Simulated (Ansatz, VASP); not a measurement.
## Cross-check of Ga27HN26 (H_N) between VASP and Ansatz

One calculation is typed for both programs; each brings its own data sets. How far apart do they land? The cell is taken from a series of runs on this material, whose earlier steps may have relaxed, scaled, displaced or heated it; both programs get it as it stands.

Calculated with Ansatz 0.2.0; plane waves, with VASP 6.6.1 beside it; single point at r2SCAN.

### 1. The structure

The cell holds 54 atoms: 27 Ga, 26 N and 1 H. Cell: a = 9.542 Å, b = 9.542 Å, c = 9.542 Å, α = 60.0°, β = 60.0°, γ = 60.0°. It derives from GaN (GaN (F-43m)). Nearest the centre at fractional (0.417, 0.417, 0.417): H54 at 1.24 Å, Ga15 at 1.75 Å, Ga14 at 1.76 Å, Ga17 at 2.00 Å, Ga23 at 2.01 Å, N40 at 3.10 Å, N41 at 3.11 Å, N39 at 3.18 Å. The cell carries charge −1.

As a file:

```xyz
54
Lattice="0.0000 6.7473 6.7473 6.7473 0.0000 6.7473 6.7473 6.7473 0.0000" Properties=species:S:1:pos:R:3 pbc="T T T"
Ga    6.7533    6.7496   13.4690
Ga    2.2523    8.9938    6.7429
Ga   11.2445   11.2403   13.4693
Ga    8.9684    6.7512    2.2656
Ga    4.4955    2.2737    2.2599
Ga    6.7571   11.2245    8.9525
Ga    4.5024    6.7434   11.2180
Ga    6.7436    9.0127   11.2162
Ga    8.9980   11.2321   11.2125
Ga    6.7532    8.9714    2.2576
Ga    2.2776    4.4934    2.2615
Ga   11.2421    6.7643    8.9526
Ga    8.9981    8.9962    4.5066
Ga    4.6272    4.7079    4.5008
Ga    6.6255    6.5283    4.5066
Ga    4.5191    2.2731    6.7053
Ga    6.8232    4.5162    6.7729
Ga    8.9895    6.7428    6.7100
Ga    6.7473    4.4995   11.2175
Ga    9.0020    6.7546   11.2123
Ga    4.5098    8.9741    4.4695
Ga    2.2603    4.5000    6.7104
Ga    4.4238    6.7341    6.7902
Ga    6.7317    8.9701    6.7061
Ga    4.5050    4.4890    8.9533
Ga    6.7453    6.7538    8.9544
Ga    8.9999    8.9941    8.9541
N     1.1265    1.1218    1.1116
N     3.3757    3.3739    1.1115
N     5.6260    5.6207    1.0907
N     3.3681    1.1307    3.3695
N     5.6255    3.3907    3.3523
N     7.8869    5.5841    3.3232
N     5.6317    1.1216    5.5899
N     7.8906    3.3540    5.6067
N    10.1252    5.6138    5.5905
N     1.1339    3.3662    3.3682
N     3.3638    5.6564    3.3213
N     5.6279    7.8493    3.3533
N     3.4296    3.4288    5.5804
N     7.8212    7.8156    5.5808
N     5.6531    3.3389    7.8658
N     7.9448    5.6339    7.9061
N    10.1269    7.8880    7.8119
N     1.1251    5.6282    5.5902
N     3.3652    7.8821    5.6089
N     5.6190   10.1207    5.5905
N     3.2979    5.6097    7.9116
N     5.5982    7.9084    7.8711
N     7.8723   10.1006    7.8125
N     5.6245    5.6215   10.0852
N     7.8688    7.8844   10.0915
N    10.1319   10.1027   10.0915
H     5.6124    5.6220    6.8620
```

### 2. Ansatz: single point, r2SCAN

Ansatz runs on its PAW soft_1 files.

With cell and atoms fixed, the geometry can't cause a difference; cores, projectors, grids and the points listed under the comparison can.

input.yaml

```yaml
crystal:
  checkpoint: "../qm1_M1.relax.run"
  host: checkpoint
total_charge: -1
basis:
  ecutwfc: 500
  xc_grid: 2
hamiltonian:
  xc: r2scan
  pseudopotentials: { kind: paw, azcp: { folder: soft_1 } }
kpoints:
  mp_grid: { grid: [2, 2, 2], shift: [0.5, 0.5, 0.5] }
magnetization:
  spin_polarized: true
  initial_magnetization: 1
  spin_locking: { lock_magnetization: hard }
scf:
  occupations: { method: fixed }
  max_iter: 80
output:
  forces: true
  eigenvalues: true
  charged_corrections:
    epsilon: 6.0
    static_epsilon: 10.56
    defect_position: [0.416667, 0.416667, 0.416667]
  eigenstates: { localisation: true }
  populations: true
  efg: {}
  band_densities: [{ bands: [v1, v1] }, { bands: [c1, c1] }]
  write_density: true
  write_potential: true
  volumetric_format: npy
checkpoint:
  read: "../qm1_M1.relax.run"
  write: "../qm1_M1.point.run"
  compress: false
  write_wavefunctions: false
  write_every: 100000
```

Launch:

```console
$ ansatz run input.yaml --threads 4 --pin off --max-ram 15073MiB --backend cpu --events-out ev --progress --plain --runs-dir out
```

Numbers of over 12 decimals in the logs are rounded to 6 here.

The log of the run:

```text
Warning: This run holds its total moment fixed (magnetization.spin_locking.lock_magnetization: hard) and mixes its density by anderson or broyden (scf.mixing.algorithm, typed or taken by auto). Slabs with a fixed moment have converged under broyden above another state at the same moment, at the default mixing steps and at smaller ones, and under scf.lower_state_search: standard, light or off a state that such a mixer [...]
crystal.checkpoint: the structure is that of <dir>, a `relax` run, at its step 13: its result, under r2scan at a charge of -1 e; 54 atoms read, 0 with a starting moment; crystal.structure_sha256 for this input is
Engine: ansatz 0.2.0, aarch64-unknown-linux-gnu
Pseudopotentials: kind: paw
Pseudopotential: Ga, paw, valence charge 13, recommended cutoff 500 eV (meta_gga), soft_1/Ga.paw.azcp
Pseudopotential: N, paw, valence charge 5, recommended cutoff 500 eV (meta_gga), soft_1/N.paw.azcp
Pseudopotential: H, paw, valence charge 1, recommended cutoff 500 eV (meta_gga), soft_1/H.paw.azcp
Functional definition: r2SCAN
  parameter k0 = 0.174
  parameter k1 = 0.065
  parameter a1 = 4.9479
  exchange = r2scan_x(k0 = k0, k1 = k1, a1 = a1)
  correlation = r2scan_c
Crystal: 54 atoms, lattice volume = 614.353 Å³
Basis set: ecut = 500 eV, 15593 PW (Γ), exchange–correlation on 144×144×144 points (8 copies of the dense FFT grid, shifted against one another)
Bands: 296, of which v1, the nominal top of the filled ones, is band 242 counted from 1 (241 counted from 0)
Symmetry: 1 space group operations
Space group: P1 (ITA 1), of the structure as read, at distance tolerance 8.5e-5 Å
Magnetic group: BNS 1.1 (UNI 1), of the structure as read, at distance tolerance 8.5e-5 Å
k-points: 4 of 8 (time reversal used)
Non-local potential: Ga, projectors of the file, l = 0: 2, l = 1: 2, l = 2: 3, l = 3: 1
Non-local potential: N, projectors of the file, l = 0: 2, l = 1: 2, l = 2: 1
Non-local potential: H, projectors of the file, l = 0: 2, l = 1: 1
PAW form: soft (Blöchl's): semilocal exchange-correlation on the pseudo side does not see the compensation charge
PAW frozen core: Ga, regenerated for the run's functional (the file was generated under x = pbe(κ = 0.804, μ = 0.219515), c = pbe(β = 0.066725))
PAW frozen core: N, regenerated for the run's functional (the file was generated under x = pbe(κ = 0.804, μ = 0.219515), c = pbe(β = 0.066725))
PAW one-centre angular grid: Ga, 590 points (default); XC on 160 Gauss nodes
PAW one-centre angular grid: N, 302 points (default); XC on 160 Gauss nodes
PAW one-centre angular grid: H, 302 points (default); XC on 160 Gauss nodes
Initial density: read from a saved state, or passed on in memory by an earlier SCF of this step, an earlier step, the calling program or the single point that the run made first
Stability of the state it starts from, as read at its close in the collinear treatment: not read, because the mixer in use, unlike msr1, does not test its closes by its own steps (another_mixer); its run was given moments
Starting moments: Σ|m| = 1 μB on 54 of 54 sites; this step starts from the density that it was given
Initial wavefunctions: those read from a saved state, or passed on in memory by an earlier step or the calling program
Functional: x = r2scan, c = r2scan; τ floored in thin density (d = 2e-4 eV/Å³)
SCF iter   1: F=—  HF=-112376.800876 eV  |F-HF|=—  |Δ(HF+E_count)|=         —  Δρ=6.30e-7 (↑6.19e-7 ↓6.30e-7)  dr2=9.39e-9  dr2_τ=3.37e-11  dr2_m=4.64e-12  M=1.000 μB ∫|m|=1.145 μB  β_m=1.20  ethr=6.16e-12  ⟨swp⟩=3.4  Hψ=5845  notcnv=0
preconditioner: auto → Resta (q_TF=auto, 2.621 Å⁻¹)  ε∞=4.6  [insulator: Δε(μ)=0.320 eV  Ē_g=17.449 eV  n_scr=168 (ndim 8)  ℏωp=32.9 eV  f_vac=0.001  ε∞_Penn≈4.6]
spin=Collinear: Resta preconditioning applied to the charge; magnetization (m = ρ↑ − ρ↓) channel mixes plain (no charge-response kernel on spin).
SCF iter   2: F=-112376.800876 eV  HF=-112376.800876 eV  |F-HF|=3.39e-9  |Δ(HF+E_count)|=   3.04e-9  Δρ=4.89e-7 (↑4.89e-7 ↓4.89e-7)  dr2=6.08e-9  dr2_τ=1.89e-11  dr2_m=4.57e-13  M=1.000 μB ∫|m|=1.145 μB  ethr=1.94e-12  ⟨swp⟩=5.5  Hψ=9178  notcnv=0
SCF 1 converged in 2 iterations: F = -112376.800876 eV  dr2 = 6.08e-9
  greatest PAW one-centre occupation: 0.994 electrons in one spin orbital (limit 2), on the Ga atom at site 6 (counted from 0), in its partial waves of l = 2
[...]
k-point 2 ↑: bands = [... 238 lower, 8.8784, 8.9924, 10.3484, 11.7055, 12.5862, 13.4045, 13.6036, 13.9546, ... 50 higher]
  k-point 3 ↓: bands = [... 238 lower, 8.9012, 9.0115, 10.4361, 12.3125, 12.9682, 13.4278, 13.6087, 14.0085, ... 50 higher]
--- Löwdin populations: 54 sites ---
  site symbol       q [e]    m [muB]
     0     Ga     12.1773     0.0013
     1      N      5.8173     0.0026
     2     Ga     12.1843     0.0175
     3      N      5.8172     0.0027
     4     Ga     12.1770     0.0008
     5      N      5.8149     0.0026
     6     Ga     12.1804     0.0073
     7      N      5.8150     0.0023
     8     Ga     12.1845     0.0025
     9      N      5.8076    -0.0010
    10     Ga     12.1779     0.0027
    11      N      5.8168     0.0349
    12     Ga     12.1781     0.0011
    13      N      5.8164     0.0028
    14     Ga     12.1790     0.0015
    15      N      5.8065     0.0564
    16     Ga     12.1740    -0.0017
    17      N      5.8161     0.0032
    18     Ga     12.1855     0.0029
    19      N      5.8149     0.0025
    20     Ga     12.1809     0.0092
    21      N      5.8172     0.0355
    22     Ga     12.1786     0.0030
    23      N      5.8064    -0.0005
[...]
46     Ga     12.1892     0.0033
    47      N      5.8152     0.0027
    48     Ga     12.1728     0.0032
    49      N      5.8146     0.0027
    50     Ga     12.1722     0.0030
    51      N      5.8145     0.0031
    52     Ga     12.1799     0.0006
    53      N      5.8143     0.0023
  spilling = 0.001699 (of n_electrons = 483.000000)
--- Band densities, each state counted as filled ---
  window                                       electrons  max residual (eV)  cut levels
  bands: [v1, v1]                    1.000000 + 1.000000             2.1e-5           0
  bands: [c1, c1]                    1.000000 + 1.000000             2.1e-5           0
```

### 3. VASP: single point, r2SCAN

The same cell, functional and mesh now go to VASP, with its own data sets.

Lines of VASP's logs that name or quote its potential files are left out, and so is its time.

INCAR

```
SYSTEM = Ga27HN26
PREC = Accurate
ENCUT = 580
EDIFF = 1E-06
NELM = 200
ISMEAR = 0
SIGMA = 0.01
LREAL = Auto
ALGO = Normal
METAGGA = R2SCAN
LASPH = .TRUE.
NELECT = 483
NBANDS = 280
ISPIN = 2
MAGMOM = 0 0.01 0 0 0 0 0 0 -0 0 0 0 0 0.01 0.01 0 0.02 -0 0 -0 -0 -0 0.01 0 0 0 0 0 0 0 0 -0 0.03 0 0.05 0 0 0.03 -0 0.02 0.02 0.01 0.04 0 0 0.04 0 0.04 0.01 0 0 0 0 0.01
LORBIT = 11
LWAVE = .FALSE.
LCHARG = .FALSE.
ISIF = 2
ISYM = 0
NUPDOWN = 1
GGA_COMPAT = .FALSE.
LMIXTAU = .TRUE.
```

POSCAR

```
Ga27HN26
1.0
    0.0000000000      6.7472908298      6.7472908298
    6.7472908298      0.0000000000      6.7472908298
    6.7472908298      6.7472908298      0.0000000000
Ga N H
27 26 1
Direct
    0.9978302758      0.9983809866      0.0025155088
    0.9992404624      0.0001026529      0.3337084066
    0.9978182901      0.9984282552      0.6680873206
    0.0035918812      0.3321899017      0.9969891189
    0.0028286544      0.3321115237      0.3341568017
    0.9944683376      0.3323652642      0.6690939656
    0.9973643597      0.6652329217      0.0020532254
    0.9993158289      0.6630168719      0.3364388397
    0.9964412099      0.6653353369      0.6682430184
    0.3316743344      0.0029165331      0.9979565232
    0.3317871480      0.0033779827      0.3341747734
    0.3315977304      0.9952497574      0.6709166307
    0.3338175560      0.3340892252      0.9994933726
    0.3395101188      0.3275492063      0.3582311044
    0.3267550122      0.3411588410      0.6407960473
    0.3304521246      0.6633308481      0.0064312745
    0.3309399737      0.6728571661      0.3383897494
    0.3307452027      0.6637266628      0.6685874326
    0.6646904855      0.9978241703      0.0021731370
    0.6643355670      0.9974164868      0.3367452639
    0.6620304689      0.0003869706      0.6680058970
    0.6632416610      0.3312967967      0.0036955462
    0.6743828886      0.3319716319      0.3236678933
    0.6628245028      0.3310767314      0.6666076814
    0.6622891587      0.6646646593      0.0030113171
    0.6641852372      0.6629184509      0.3367838217
    0.6631042206      0.6639569461      0.6698901947
    0.0820270292      0.0827208017      0.0842314461
    0.0822299182      0.0825036505      0.4178039317
    0.0804324309      0.0812154139      0.7526003218
    0.0838945473      0.4154962471      0.0836862458
    0.0828116308      0.4140186423      0.4197180331
    0.0756210566      0.4169051594      0.7519900418
    0.0800163412      0.7484512442      0.0862060485
    0.0792960703      0.7516558665      0.4177895607
    0.0799720509      0.7485886066      0.7520379550
    0.4150231448      0.0841682381      0.0838800755
    0.4160028483      0.0762328513      0.4223123344
    0.4131071868      0.0838791709      0.7502162737
    0.4134711355      0.4135844785      0.0947039966
    0.4131475296      0.4139728986      0.7451812325
    0.4113885447      0.7543780121      0.0834619005
    0.4146292193      0.7571151135      0.4203576209
    0.4129853608      0.7447958784      0.7560808832
    0.7479594899      0.0805540046      0.0861888337
    0.7503622174      0.0809169780      0.4178258080
    0.7478660047      0.0806889188      0.7520948368
    0.7575970452      0.4149681059      0.0738018598
    0.7544772270      0.4120866301      0.4176086948
    0.7440637819      0.4138110012      0.7529250177
    0.7471272017      0.7475767287      0.0860166872
    0.7489730141      0.7466684468      0.4195527389
    0.7456587718      0.7499853682      0.7516372531
    0.5092132833      0.5077811812      0.3240140177
```

KPOINTS

```
Points of the shifted mesh
8
Reciprocal
 0.2500000000  0.2500000000  0.2500000000 1
 0.2500000000  0.2500000000  0.7500000000 1
 0.2500000000  0.7500000000  0.2500000000 1
 0.2500000000  0.7500000000  0.7500000000 1
 0.7500000000  0.2500000000  0.2500000000 1
 0.7500000000  0.2500000000  0.7500000000 1
 0.7500000000  0.7500000000  0.2500000000 1
 0.7500000000  0.7500000000  0.7500000000 1
```

Potentials, in the order of the species: Ga_d, N and H (PBE family, release 64).

Launch:

```console
$ export OMP_NUM_THREADS=3
$ mpirun -np 1 vasp_std
```

The log of the run:

```text
[banner, memory and clock lines left out]
running    1 mpi-ranks, on    1 nodes
[...]
Offloading initialized ...    1 GPUs detected
[...]
|                                                                             |
|               ----> ADVICE to this user running VASP <----                  |
|                                                                             |
|     You enforced a specific xc type in the INCAR file but a different       |
|     [... a line on the potential file left out ...]
|     I HOPE YOU KNOW WHAT YOU ARE DOING!                                     |
|                                                                             |

 LDA part: xc-table for (None), standard interpolation
 POSCAR, INCAR and KPOINTS ok, starting setup
[...]
entering main loop
       N       E                     dE             d eps       ncg     rms          rms(c)
DAV:   1     0.958267692513E+04    0.95827E+04   -0.18737E+05  9216   0.354E+03
DAV:   2     0.196334037304E+04   -0.76193E+04   -0.72609E+04  8960   0.103E+03
DAV:   3    -0.309812001571E+03   -0.22732E+04   -0.21447E+04 10520   0.356E+02
DAV:   4    -0.657399604259E+03   -0.34759E+03   -0.33634E+03  9664   0.137E+02
DAV:   5    -0.704136097689E+03   -0.46736E+02   -0.46122E+02 15024   0.488E+01BRMIX: very serious problems
 the old and the new charge density differ
 old charge density:   482.00000 new  483.00000
    0.373E+01
DAV:   6    -0.568656078720E+03    0.13548E+03   -0.15707E+02 13808   0.622E+01    0.114E+01
DAV:   7    -0.572941802121E+03   -0.42857E+01   -0.44561E+01 10192   0.190E+01    0.941E+00
DAV:   8    -0.573342113776E+03   -0.40031E+00   -0.57100E+00 10576   0.255E+01    0.315E+00
DAV:   9    -0.573415961161E+03   -0.73847E-01   -0.16443E+00 10600   0.121E+01    0.150E+00
[...]
DAV:  19    -0.573416408079E+03   -0.82371E-05   -0.15103E-05 12024   0.247E-02    0.334E-03
DAV:  20    -0.573416406783E+03    0.12962E-05   -0.25747E-06  6784   0.184E-02    0.145E-03
DAV:  21    -0.573416407569E+03   -0.78611E-06   -0.22253E-06  6216   0.746E-03
   1 F= -.57341641E+03 E0= -.57341641E+03  d E =-.132294E-30  mag=     1.0000
```

OUTCAR, selected parts (step 3):

```text
  FREE ENERGIE OF THE ION-ELECTRON SYSTEM (eV)
  ---------------------------------------------------
  free  energy   TOTEN  =      -573.4164075690 eV

  energy  without entropy=     -573.4164075690  energy(sigma->0) =     -573.41640757

 magnetization (x)
# of ion       s       p       d       tot
------------------------------------------
    1        0.001   0.000  -0.000   0.001
    2        0.006   0.007   0.002   0.016
    3        0.001   0.000  -0.000   0.000
    4        0.002   0.003   0.002   0.008
    5        0.001   0.000   0.001   0.001
    6        0.001   0.000   0.000   0.001
    7        0.001   0.000   0.000   0.001
    8        0.000  -0.000   0.000  -0.000
    9       -0.001  -0.002  -0.000  -0.003
   10        0.001   0.000   0.000   0.002
   11        0.004   0.003   0.002   0.009
   12        0.001   0.000   0.000   0.001
   13        0.004   0.003   0.001   0.008
[...]
--------------------------------------------------
tot          0.225   0.386   0.037   0.648

[... 1 further part left out ...]
```

The cell is charged against a uniform background. The gap is read on the k-mesh alone, so it is an upper bound where the band edges lie off the mesh. The PAW data sets were made with PBE, which is usual practice but a small mismatch for other functionals.

### 4. Comparison

Known differences besides the potentials themselves: VASP starts from the moments at which Ansatz ended; VASP keeps PBE cores, Ansatz makes them for the functional; fixed occupations in Ansatz, narrow Gaussian smearing in VASP; the cutoff is 500 eV in Ansatz and 580 eV in VASP (PREC = Accurate, projectors in real space); site moments are counted in spheres of each program's own size. Total energies have different zeros and are not compared.

Both answers:

```
                             quantity  Ansatz  VASP  difference
total moment, fixed by the input (μB)    1.00  1.00        0.00
                  moment on Ga17 (μB)    0.02  0.12       -0.10
                  moment on Ga23 (μB)    0.01  0.11       -0.10
```

At this near-relaxed geometry the largest component of a force difference is 52 meV/Å. The cell carries a charge of -1 e against a uniform background, so its pressure also hangs on how the neutralising background is counted, and in a defect's cell a gap may be the spacing between its levels.

### 5. What came out

- difference in moment on Ga17 (single point, r2SCAN): -0.10 μB
- r.m.s. force difference (single point, r2SCAN): 11 meV/Å

The r.m.s. force difference is 11 meV/Å (single point, r2SCAN), within the 12 meV/Å picked in this series as the mark of a large difference. How closely two codes agree says nothing of how well the functional describes the real material.

[Lines on the potential files, build, host, timing and source positions are cut from VASP's logs without a mark.]

[Logs are printed without paths, hosts, clocks, repeated set-up lines and the standing remarks that a program may print on its own settings, such as how far it seeks lower states.]

[Hosts, paths, dates, database ids (printed as entryN), source tags and the programs' standing remarks are cut or masked in the printed files.]
